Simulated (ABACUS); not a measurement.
# Ni (Fm-3m) in ABACUS: notebook

One crystal, Ni, is run at these levels: TASK, r2SCAN; tasks: single point, relaxation of cell and atoms.

Program: ABACUS 3.10.1. These are calculated values, not measurements. Logs are shortened: lines on timing, memory, paths and dates and some standing lists are left out, and cuts for length are marked.

## Step 1: The structure

It takes space group Fm-3m (No. 225, cubic). Conventional cell: a = 3.475 Å, b = 3.475 Å, c = 3.475 Å, α = 90.00°, β = 90.00°, γ = 90.00°. Ni (site symmetry m-3m) is surrounded by 12 Ni at 2.46 Å.

## Step 2: Single point, TASK, collinear spin, ferromagnetic start

File INPUT:

```
INPUT_PARAMETERS
suffix              Ni
calculation         scf
basis_type          pw
pseudo_dir          ./
symmetry            1
dft_functional      MGGA_X_TASK+LDA_C_PW
ecutwfc             113
pseudo_rcut         7
nspin               2
nbands              20
ks_solver           dav
smearing_method     fd
smearing_sigma      0.00367493
scf_thr             1e-08
scf_nmax            100
mixing_type         broyden
mixing_beta         0.4
cal_force           1
cal_stress          1
mixing_tau          1
out_chg             1
out_pot             2
out_elf             1
```

File STRU:

```
ATOMIC_SPECIES
Ni 58.6934 Ni_ONCV_PBE-1.2.upf

LATTICE_CONSTANT
4.6436225084

LATTICE_VECTORS
0.0000000000 0.7071067812 0.7071067812
0.7071067812 0.0000000000 0.7071067812
0.7071067812 0.7071067812 0.0000000000

ATOMIC_POSITIONS
Cartesian

Ni
0.0
1
0.0000000000 0.0000000000 0.0000000000 1 1 1 mag 1
```

File KPT:

```
K_POINTS
0
Gamma
8 8 8 0 0 0
```

Potentials or basis: SG15 ONCV 1.2 PBE, plane waves.

Launch:

```console
> OMP_NUM_THREADS=1 mpirun -np 4 abacus > log
```

running log:

```text
ABACUS v3.10.1

               Atomic-orbital Based Ab-initio Computation at UStc

 ------------------------------------------------------------------------------------

 READING GENERAL INFORMATION
                           global_out_dir = OUT.Ni/
                           global_in_card = INPUT
                               pseudo_dir = ./
                              orbital_dir =
                                    DSIZE = 4
                                    GSIZE = 1

 READING UNITCELL INFORMATION
                                    ntype = 1
                  lattice constant (Bohr) = 4.64362
              lattice constant (Angstrom) = 2.4573

 READING ATOM TYPE 1
                               atom label = Ni
                      L=0, number of zeta = 1
                      L=1, number of zeta = 1
                      L=2, number of zeta = 1
             number of atom for this type = 1
               magnetization of element 1 = 1

                        TOTAL ATOM NUMBER = 1
CARTESIAN COORDINATES ( UNIT =       4.643622508400 Bohr ).
    atom                   x                   y                   z     mag                  vx                  vy                  vz
tauc_Ni1            0.0000000000        0.0000000000        0.0000000000  1.0000        0.0000000000        0.0000000000        0.0000000000

                          Volume (Bohr^3) = 70.8037
                             Volume (A^3) = 10.492

 Lattice vectors: (Cartesian coordinate: in unit of a_0)
                   +0           +0.707107           +0.707107
            +0.707107                  +0           +0.707107
            +0.707107           +0.707107                  +0
 Reciprocal vectors: (Cartesian coordinate: in unit of 2 pi/a_0)
            -0.707107           +0.707107           +0.707107
            +0.707107           -0.707107           +0.707107
            +0.707107           +0.707107           -0.707107
 The esolver type has been set to : ksdft_pw

                PAO radial cut off (Bohr) = 7

 Read in pseudopotential file is Ni_ONCV_PBE-1.2.upf
                     pseudopotential type = NC
          exchange-correlation functional = PBE
                 nonlocal core correction = 0
                        valence electrons = 18
                                     lmax = 2
                           number of zeta = 0
                     number of projectors = 6
                           L of projector = 0
                           L of projector = 0
                           L of projector = 1
                           L of projector = 1
                           L of projector = 2
                           L of projector = 2
 XC functional updated to : MGGA_X_TASK+LDA_C_PW
          exchange-correlation functional = MGGA_X_TASK+LDA_C_PW
     initial pseudo atomic orbital number = 0
 The readin total magnetization is 1

 SETUP THE ELECTRONS NUMBER
            electron number of element Ni = 18
      total electron number of element Ni = 18
            AUTOSET number of electrons:  = 18
                           occupied bands = 9
                                   NBANDS = 20
                                   NLOCAL = 9

%%%%%%%%%%%%%%%%%%%%%%%%%%%%%%%%%%%%%%%%%%%%%%%%%%%%%%%%%%%%%%%%%%%%%%%%%%%%%%%%%%%%%%%%%%%%%%%%%%%%%%%%%%
 Warning: the number of valence electrons in pseudopotential > 10 for Ni: [Ar] 3d8 4s2
 Pseudopotentials with additional electrons can yield (more) accurate outcomes, but may be less efficient.
 If you're confident that your chosen pseudopotential is appropriate, you can safely ignore this warning.
%%%%%%%%%%%%%%%%%%%%%%%%%%%%%%%%%%%%%%%%%%%%%%%%%%%%%%%%%%%%%%%%%%%%%%%%%%%%%%%%%%%%%%%%%%%%%%%%%%%%%%%%%%

 SETUP THE PLANE WAVE BASIS
 energy cutoff for charge/potential (unit:Ry) = 452
            fft grid for charge/potential = [ 32, 32, 32 ]
                        fft grid division = [ 1, 1, 1 ]
        big fft grid for charge/potential = [ 32, 32, 32 ]
                                     nbxx = 8192
                                     nrxx = 8192

 SETUP PLANE WAVES FOR CHARGE/POTENTIAL
                    number of plane waves = 11575
                         number of sticks = 673

 PARALLEL PW FOR CHARGE/POTENTIAL
     PROC   COLUMNS(POT)             PW
        1            168           2894
        2            168           2893
        3            169           2895
        4            168           2893
 --------------- sum -------------------
        4            673          11575
                            number of |g| = 166
                                  max |g| = 246
                                  min |g| = 1.5

----------- Double Check Mixing Parameters Begin ------------
mixing_type: broyden
mixing_beta: 0.4
mixing_gg0: 1
mixing_gg0_min: 0.1
mixing_beta_mag: 1.6
mixing_gg0_mag: 0
mixing_ndim: 8
----------- Double Check Mixing Parameters End ------------

[... 56 lines left out ...]

                               nkstot now = 29
[... K-POINTS DIRECT COORDINATES: 29 rows ...]

           k-point number in this process = 29
       minimum distributed K point number = 29
[... stars of the k points ...]
                             nks(nspin=2) = 58
                          nkstot(nspin=2) = 58

[... K-POINTS CARTESIAN COORDINATES: 58 rows ...]

[... K-POINTS DIRECT COORDINATES: 58 rows ...]

 SETUP PLANE WAVES FOR WAVE FUNCTIONS
     energy cutoff for wavefunc (unit:Ry) = 113
              fft grid for wave functions = [ 32, 32, 32 ]
                    number of plane waves = 2085
                         number of sticks = 211

 PARALLEL PW FOR WAVE FUNCTIONS
     PROC   COLUMNS(POT)             PW
        1             52            520
        2             53            521
        3             53            522
        4             53            522
 --------------- sum -------------------
        4            211           2085

 SETUP NONLOCAL PSEUDOPOTENTIALS IN PLANE WAVE BASIS
 Ni non-local projectors:
 projector 1 L=0
 projector 2 L=0
 projector 3 L=1
 projector 4 L=1
 projector 5 L=2
 projector 6 L=2
      TOTAL NUMBER OF NONLOCAL PROJECTORS = 18

 Init Non-Local PseudoPotential table :
 Init Non-Local-Pseudopotential done.

                                     npwx = 376

 -------------------------------------------
 SELF-CONSISTENT
 -------------------------------------------
                                 init_chg = atomic

 PW ALGORITHM --------------- ION=   1  ELEC=   1--------------------------------
 Notice: Threshold on eigenvalues was too large.
 hsover_error=0.18 > DRHO=0.166791
 Origin diag ethr = 0.01
 New diag ethr = 0.000926615
          total magnetism (Bohr mag/cell) = 0.865193
       absolute magnetism (Bohr mag/cell) = 0.902297
                        nelec for spin up = 9.4326
                      nelec for spin down = 8.5674

 Density error is 0.16409497453
                          Error Threshold = 0.000926615020192
----------------------------------------------------------
     Energy           Rydberg                 eV
----------------------------------------------------------
 E_KohnSham     -305.5240270085      -4156.8676432210
 E_Harris       -311.9134003604      -4243.7995274573
 E_Fermi        1.8557659812         25.2489914983
----------------------------------------------------------

 PW ALGORITHM --------------- ION=   1  ELEC=   2--------------------------------
          total magnetism (Bohr mag/cell) = 0.716067011188
       absolute magnetism (Bohr mag/cell) = 0.919919515601
                        nelec for spin up = 9.35803350559
                      nelec for spin down = 8.64196649441
[... 171 lines left out ...]
 PW ALGORITHM --------------- ION=   1  ELEC=  13--------------------------------
          total magnetism (Bohr mag/cell) = 0.69555493439
       absolute magnetism (Bohr mag/cell) = 0.918251975018
                        nelec for spin up = 9.3477774672
                      nelec for spin down = 8.6522225328

 Density error is 2.76117262463e-09
                          Error Threshold = 6.73319628115e-11
----------------------------------------------------------
     Energy           Rydberg                 eV
----------------------------------------------------------
 E_KohnSham     -305.9303929069      -4162.3965349124
 E_KS(sigma->0) -305.9299481196      -4162.3904832713
 E_Harris       -305.9303043642      -4162.3953302280
 E_band         -17.2504926001       -234.7049926683
 E_one_elec     -124.0986269731      -1688.4484408105
 E_Hartree      72.0976638386        980.9390406932
 E_xc           -27.7250090915       -377.2181007458
 E_Ewald        -226.2035311064      -3077.6569307670
 E_entropy(-TS) -0.0008895745        -0.0121032824
 E_descf        0.0000000000         0.0000000000
 E_exx          0.0000000000         0.0000000000
 E_Fermi        1.8236525825         24.8120662938
----------------------------------------------------------

 charge density convergence is achieved
 final etot is -4162.3965349 eV
 EFERMI = 24.812066294 eV
The vacuum level is 20.447888376 eV

 STATE ENERGY(eV) AND OCCUPATIONS    NSPIN == 2
SPIN UP :
 1/29 kpoint (Cartesian) = 0.0000 0.0000 0.0000 (365 pws)
       1       -89.1956     0.00195312
       2       -45.8297     0.00195312
       3       -45.8297     0.00195312
       4       -45.8297     0.00195312
       5        13.7346     0.00195312
       6        20.9296     0.00195312
[... 12 lines left out ...]
      19        73.4573        0.00000
      20        73.4573        0.00000
[... 89 lines left out ...]
 6/29 kpoint (Cartesian) = 0.0000 0.0000 0.17678 (358 pws)
       1       -89.1839      0.0117188
       2       -45.8826      0.0117188
       3       -45.8494      0.0117188
       4       -45.8494      0.0117188
       5        14.7398      0.0117188
       6        20.5791      0.0117188
[... 12 lines left out ...]
      19        70.8932        0.00000
      20        75.8493        0.00000

[... levels at 52 further k points ...]

------------------------------------------------------------------------------------------
 TOTAL-FORCE (eV/Angstrom)
------------------------------------------------------------------------------------------
                       Ni1         0.0000000000         0.0000000000         0.0000000000
------------------------------------------------------------------------------------------

----------------------------------------------------------------
 TOTAL-STRESS (KBAR)
----------------------------------------------------------------
      9305.3366482852        -0.0000000000         0.0000000000
        -0.0000000000      9305.3366482852         0.0000000000
        -0.0000000000         0.0000000000      9305.3366482852
----------------------------------------------------------------
 TOTAL-PRESSURE: 9305.336648 KBAR

 --------------------------------------------
 !FINAL_ETOT_IS -4162.3965349124482600 eV
 --------------------------------------------
```

Run time: 22 s. Hardware: 4 MPI ranks of Intel Xeon 6975P-C (Granite Rapids), shared host; peak memory 0.24 GiB.

The run converged, but a check on its numbers failed (symmetry, net force, bounds or a known fault of this set-up), so they aren't taken as properties of the crystal.

Caveat: the k mesh is coarse (spacing up to 0.39 Å⁻¹), so the values aren't converged; a pressure of tens of GPa on the cell as given is suspect, and the run, the potentials or the cell itself is likely at fault; the potentials were made for another functional, which shifts forces and pressure.

## Step 3: Relaxation of cell and atoms, TASK, collinear spin, ferromagnetic start

Edit INPUT of step 2 so:

```diff
@@ -2,3 +2,3 @@
 suffix              Ni
-calculation         scf
+calculation         cell-relax
 basis_type          pw
@@ -10,3 +10,3 @@
 nspin               2
-nbands              20
+nbands              14
 ks_solver           dav
@@ -21,4 +21,7 @@
 mixing_tau          1
-out_chg             1
-out_pot             2
-out_elf             1
+relax_nmax          60
+force_thr_ev        0.02
+relax_method        cg
+out_stru            1
+stress_thr          0.5
+kpar                4
```

File STRU:

```
ATOMIC_SPECIES
Ni 58.6934 Ni_ONCV_PBE-1.2.upf

LATTICE_CONSTANT
1.8897261246

LATTICE_VECTORS
0.0000000000 1.7375729330 1.7375729330
1.7375729330 0.0000000000 1.7375729330
1.7375729330 1.7375729330 0.0000000000

ATOMIC_POSITIONS
Cartesian

Ni
0.0
1
0.0000000000 0.0000000000 0.0000000000 1 1 1 mag 1
```

KPT is that of step 2.

Potentials or basis: SG15 ONCV 1.2 PBE, plane waves.

Launch:

```console
> OMP_NUM_THREADS=1 mpirun -np 4 abacus > log
```

Run time: 9.7 min. Hardware: 4 MPI ranks of Intel Xeon 6975P-C (Granite Rapids), shared host; peak memory 0.36 GiB.

It converged, with:

```
Free energy                            : -4149.6955 eV
Relaxed volume                         : 54.99 Å³/atom
Relaxed cell                           : a = 4.268 Å, b = 4.268 Å, c = 4.268 Å, α = 60.00°, β = 60.00°, γ = 60.00°
Space group after relaxing (to 0.05 Å) : Fm-3m (No. 225)
Energy gained by relaxing              : -12701.0 meV/atom
Ionic steps                            : 26
Pressure after relaxing                : 0.0 GPa
Band gap on the k mesh                 : none (metal or under the smearing width)
Net moment                             : 2.00 μB per cell
Absolute moment                        : 2.00 μB per cell
```

The path:
| step | energy change (eV) | largest force (eV/Å) | pressure (GPa) | volume (Å³) |
| --- | --- | --- | --- | --- |
| 1 | 0.0000 | 0.0000 | 930.52 | 10.49 |
| 2 | 190.2964 | 0.0000 | -338.09 | 139.24 |
| 3 | 1.1602 | 0.0000 | 383.38 | 19.76 |
| 4 | 2.2604 | 0.0000 | 250.35 | 28.29 |
| 5 | 30.9573 | 0.0000 | -133.79 | 69.69 |
| 6 | -75841.2499 | 0.0000 | -25008698.78 | 0.67 |
| 7 | 380.0243 | 0.0000 | 30.80 | 3980.56 |
| 8 | 404.9076 | 0.0000 | 30.85 | 3899.37 |
| 9 | 822.1367 | 0.0000 | -78.61 | 573.39 |
| 10 | 283.8618 | 0.0000 | -329.81 | 175.90 |
| 11 | 0.5167 | 0.0000 | 508.74 | 15.83 |
| 12 | 24.4110 | 0.0000 | 6728.25 | 3.52 |
| 13 | 0.6050 | 0.0000 | 1318.50 | 8.50 |
| 14 | -0.0260 | 0.0000 | 819.33 | 11.38 |
| 15 | 1.7247 | 0.0000 | 306.77 | 23.77 |
| 16 | 32.4378 | 0.0000 | -138.79 | 70.29 |
| 17 | 4.0760 | 0.0000 | 142.06 | 39.67 |
| 18 | 6.8051 | 0.0000 | 80.47 | 46.54 |
| 19 | 20.4114 | 0.0000 | -71.19 | 62.40 |
| 20 | 11.3690 | 0.0000 | 15.83 | 53.41 |
| 21 | 15.3640 | 0.0000 | -27.44 | 57.79 |
| 22 | 9.7158 | 0.0000 | 38.17 | 51.22 |
| 23 | 12.5233 | 0.0000 | 2.01 | 54.78 |
| 24 | 12.5229 | 0.0000 | 2.03 | 54.78 |
| 25 | 12.8802 | 0.0000 | -2.01 | 55.19 |
| 26 | 12.7010 | 0.0000 | 0.00 | 54.99 |

Final structure:
```
Ni
1.0
     0.00000   -3.01813   -3.01813
    -3.01813    0.00000   -3.01813
    -3.01813   -3.01813    0.00000
Ni
1
Direct
  0.00000 0.00000 0.00000
```

Levels at points of the mesh, in eV from the Fermi level:
Spin up:
| k point | band 8 | band 9 | band 10 | band 11 | band 12 | band 13 |
| --- | --- | --- | --- | --- | --- | --- |
| (0.00, 0.00, 0.00) | -1.80 | -1.34 | -1.34 | 8.95 | 8.95 | 8.95 |
| (0.50, 0.50, 0.50) | -1.34 | -1.34 | -1.19 | 1.48 | 8.03 | 8.03 |
| (0.50, 0.50, 0.00) | -1.54 | -1.08 | -0.53 | 2.23 | 5.89 | 5.89 |
Spin down:
```csv
k point,band 5,band 6,band 7,band 8,band 9,band 10,band 11,band 12,band 13
"(0.00, 0.00, 0.00)",-1.03,-1.03,-0.15,-0.15,-0.15,0.13,12.62,12.62,12.62
"(0.50, 0.50, 0.50)",-1.02,-1.02,-0.19,-0.06,-0.06,2.70,4.53,11.70,11.70
"(0.50, 0.50, 0.00)",-1.00,-0.83,-0.09,0.02,0.02,3.65,5.40,9.17,9.17
```

Caveat: the k mesh is coarse (spacing up to 0.39 Å⁻¹), so the values aren't converged; the volume moved by over 15 % at a fixed basis, so the end points are rough; the potentials were made for another functional, which shifts forces and pressure.

## Step 4: Single point, r2SCAN, collinear spin, ferromagnetic start

File run_abacus.py:

```python
"""ABACUS run from a structure file: ASE reads it, the script writes STRU, KPT and INPUT."""
import re
import subprocess
from ase.io import read
from ase.units import Bohr

atoms = read("Ni.cif")
atoms = atoms[(-atoms.numbers).argsort(kind="stable")]  # ABACUS lists atoms element by element
pseudo = {'Ni': 'Ni_ONCV_PBE-1.2.upf'}
orbital = {}
magmoms = [1.0]
kmesh = [8, 8, 8]
params = {
    'suffix': 'Ni',
    'calculation': 'scf',
    'basis_type': 'pw',
    'pseudo_dir': './',
    'symmetry': 1,
    'dft_functional': 'MGGA_X_R2SCAN+MGGA_C_R2SCAN',
    'ecutwfc': 113,
    'pseudo_rcut': 10,
    'nspin': 2,
    'nbands': 20,
    'ks_solver': 'dav',
    'smearing_method': 'fd',
    'smearing_sigma': 0.00367493,
    'scf_thr': 1e-08,
    'scf_nmax': 100,
    'mixing_type': 'broyden',
    'mixing_beta': 0.4,
    'cal_force': 1,
    'cal_stress': 1,
    'mixing_tau': 1,
    'out_chg': 1,
    'out_pot': 2,
    'out_elf': 1,
}

symbols = atoms.get_chemical_symbols()
elements = list(dict.fromkeys(symbols))
lines = ["ATOMIC_SPECIES"] + [f"{e} {atoms.get_masses()[symbols.index(e)]:.4f} {pseudo[e]}" for e in elements]
if orbital:
    lines += ["", "NUMERICAL_ORBITAL"] + [orbital[e] for e in elements]
lines += ["", "LATTICE_CONSTANT", f"{1 / Bohr:.10f}", "", "LATTICE_VECTORS"]
lines += [" ".join(f"{x:.10f}" for x in v) for v in atoms.cell]
lines += ["", "ATOMIC_POSITIONS", "Direct"]
for e in elements:
    lines += ["", e, "0.0", str(symbols.count(e))]
    for i, p in enumerate(atoms.get_scaled_positions(wrap=False)):
        if symbols[i] == e:
            mag = "" if magmoms is None else " mag " + " ".join(str(x) for x in (magmoms[i] if isinstance(magmoms[i], list) else [magmoms[i]]))
            lines.append(" ".join(f"{x:.10f}" for x in p) + " 1 1 1" + mag)
open("STRU", "w").write("\n".join(lines) + "\n")
open("KPT", "w").write("K_POINTS\n0\nGamma\n%d %d %d 0 0 0\n" % tuple(kmesh))
open("INPUT", "w").write("INPUT_PARAMETERS\n" + "".join(f"{k:<20s}{v}\n" for k, v in params.items()))

done = subprocess.run(['mpirun', '-np', '4', 'abacus'])
if done.returncode:
    raise SystemExit(done.returncode)
log = open("OUT.Ni/running_scf.log").read()
print("final energy (eV):", re.findall(r"FINAL_ETOT_IS (\S+)", log))
```

File Ni.cif:

```cif
data_Ni
_cell_length_a 2.45729921
_cell_length_b 2.45729921
_cell_length_c 2.45729921
_cell_angle_alpha 60.00000000
_cell_angle_beta 60.00000000
_cell_angle_gamma 60.00000000
_space_group_name_H-M_alt 'P1'
_space_group_name_Hall 'P 1'
_space_group_IT_number 1
loop_
_space_group_symop_operation_xyz
'x,y,z'
loop_
_atom_site_label
_atom_site_type_symbol
_atom_site_symmetry_multiplicity
_atom_site_Wyckoff_symbol
_atom_site_fract_x
_atom_site_fract_y
_atom_site_fract_z
_atom_site_occupancy
Ni1 Ni 1 a 0.0000000000 0.0000000000 0.0000000000 1
```

Launch:

```console
> OMP_NUM_THREADS=1 python run_abacus.py > log
```

Wall time 26 s (4 MPI ranks of Intel Xeon Platinum 8488C (Sapphire Rapids), shared host); peak memory 0.32 GiB.

The run converged. Its results:

```yaml
Free_energy: -4194.7051 eV
Pressure: -0.7 GPa
Band_gap_on_the_k_mesh: none (metal or under the smearing width)
Net_moment: 0.70 μB per cell
Absolute_moment: 0.86 μB per cell
```

Levels at points of the mesh, in eV from the Fermi level:
Spin up:
| k point | band 6 | band 7 | band 8 | band 9 | band 10 | band 11 | band 12 | band 13 |
| --- | --- | --- | --- | --- | --- | --- | --- | --- |
| (0.00, 0.00, 0.00) | -3.06 | -3.06 | -3.06 | -1.71 | -1.71 | 25.13 | 29.59 | 29.59 |
| (0.50, 0.50, 0.50) | -2.99 | -2.99 | -1.06 | -1.06 | -0.30 | 6.05 | 23.53 | 26.60 |
| (0.50, 0.50, 0.00) | -4.94 | -0.97 | -0.97 | -0.95 | 2.70 | 9.84 | 16.00 | 16.00 |
Spin down:
```csv
k point,band 5,band 6,band 7,band 8,band 9,band 10,band 11,band 12,band 13,band 14
"(0.00, 0.00, 0.00)",-9.86,-1.79,-1.79,-1.79,-0.82,-0.82,24.74,29.63,29.63,29.63
"(0.50, 0.50, 0.50)",-4.84,-2.01,-2.01,-0.57,0.17,0.17,6.64,23.28,26.77,26.77
"(0.50, 0.50, 0.00)",-4.82,-3.94,-0.02,0.49,0.49,2.39,10.18,15.98,15.98,20.87
```

Caveat: the k mesh is coarse (spacing up to 0.39 Å⁻¹), so the values aren't converged; the potentials were made for another functional, which shifts forces and pressure.
